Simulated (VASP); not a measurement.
## TePb: relaxation of the atoms with r2SCAN

Crystal: TePb.

```
CELL_PARAMETERS angstrom
0.00000 3.31064 3.31064
3.31064 0.00000 3.31064
3.31064 3.31064 0.00000
ATOMIC_POSITIONS crystal
Te 0.50000 0.50000 0.50000
Pb 0.00000 0.00000 0.00000
```

The cell isn't the ideal one: a relaxed cell with its volume scaled by 1.04.

```json
{
 "Program": "VASP 6.6.1",
 "Task": "relaxation of the atoms",
 "Functional": "r2SCAN",
 "Potentials or basis": "VASP PAW PBE potentials, release 64 (Te, Pb_d)",
 "Cutoff": "600 eV",
 "k mesh": "8 × 8 × 8",
 "Occupations": "gaussian, width 0.03 eV",
 "Spin": "no spin polarisation",
 "Further INCAR settings": "ALGO = Normal; EDIFF = 1e-07; IBRION = 2; EDIFFG = -0.01; NSW = 40"
}
```

The pressure after relaxing is -1.5 GPa. The band gap on the k mesh is 1.17 eV, direct.

Final structure:
```xyz
2
Lattice="0.0000 3.3106 3.3106 3.3106 0.0000 3.3106 3.3106 3.3106 0.0000" Properties=species:S:1:pos:R:3 pbc="T T T"
Te    3.3106    3.3106    3.3106
Pb    0.0000    0.0000    0.0000
```

Levels at points of the mesh, in eV from the valence-band top:
```
           k point  band 7  band 8  band 9  band 10  band 11  band 12  band 13  band 14
(0.00, 0.00, 0.00)   -5.81   -1.19   -1.19    -1.19     4.28     4.28     4.28     6.36
(0.50, 0.00, 0.00)   -8.50   -0.76   -0.76     0.00     1.17     1.61     1.61     8.86
(0.50, 0.50, 0.00)   -7.38   -4.10   -2.52    -2.52     3.91     5.57     5.57     6.75
```

Wall time 2.5 min on 1 thread of Intel(R) Xeon(R) Platinum 8488C (Sapphire Rapids) (shared host), peak memory 0.28 GiB.

Caveat: the relaxation stopped at its first step, so nothing moved; the PAW data sets were made with another functional, which shifts forces and pressure a little; spin-orbit coupling is left out, which as a rule narrows the gap of such compounds by several tenths of an eV. A k mesh can miss the band edges.
